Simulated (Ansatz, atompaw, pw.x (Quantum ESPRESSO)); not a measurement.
# silicon: one change to the PAW (atompaw) potential, in the atom and in the bcc crystal

Si, PAW, made with atompaw 4.2.0.5 (LDA (PW92), scalar-relativistic). Core [Ne], reference 3s2 3p2. Waves: 3s (bound): rc 2.05 bohr; 3s channel at 1.3 Ry: rc 2.40 bohr; 3p (bound): rc 2.40 bohr; 3p channel at 0.35 Ry: rc 2.40 bohr; 3d channel at 0.4 Ry: rc 2.40 bohr; 3d channel at 1.65 Ry: rc 1.85 bohr. Local part: troulliermartins scheme with l = 3 at -0.5 Ry, radius 1.60 bohr. Core correction: smooth core density matched at 1.25 bohr. Augmentation charge: sinc compensation charge, radius 1.80 bohr; PAW radius 2.40 bohr; waves and projectors: custom polynom vanderbiltortho.

Change: local potential bessel scheme, radius 1.60 bohr.

Cutoffs, loose and tight: the cutoffs (Ry, on a coarse ladder) from which the occupation-weighted sum of valence levels, in a spherical-Bessel basis at the reference potential, stays within 10 and 1 mRy of its value at 400 Ry. They see the waves, projectors and local potential, not the compensation charge or the core.

Crystal test: bcc Si in pw.x 7.5, no spin, 15³ k-points, Fermi–Dirac smearing 0.01 Ry, cutoffs set for each file from its atomic test. The reference is all-electron LAPW (Ansatz 0.2.0) with the same functional, mesh and smearing; V0 and B0 come from Birch–Murnaghan fits to the pressures at five volumes. Errors are pseudo minus all-electron; Δ is the rms difference of the E(V) curves that follow from these fits, minima aligned, over ±6 % about the mean V0. Mesh and smearing are coarse, so the numbers serve the comparison and aren't converged zero-temperature values; the lattice is a test structure that the element need not adopt.

All-electron: a0 = 3.045 Å (V0 = 14.12 Å³/atom), B0 = 101.1 GPa.

Task: Does the change bring the crystal closer to the all-electron result?

Result: The mean pressure error goes from -0.40 to +0.16 GPa, so the change moves the solid closer to the all-electron pressures.

```tsv
quantity	base	changed
outcome (atom)	generated	generated
cutoff, loose (atom)	8 Ry	8 Ry
cutoff, tight (atom)	12 Ry	12 Ry
bound ghosts (atom)	none	none
cutoffs in pw.x (Ry)	40/400	40/400
a0 (Å)	3.041	3.047
a0 error (%)	-0.13	+0.05
B0 error (%)	+0.5	+0.2
Δ (meV/atom)	1.2	0.5
mean pressure error (GPa)	-0.40	+0.16
```

 The atomic cutoffs weigh occupied waves only.
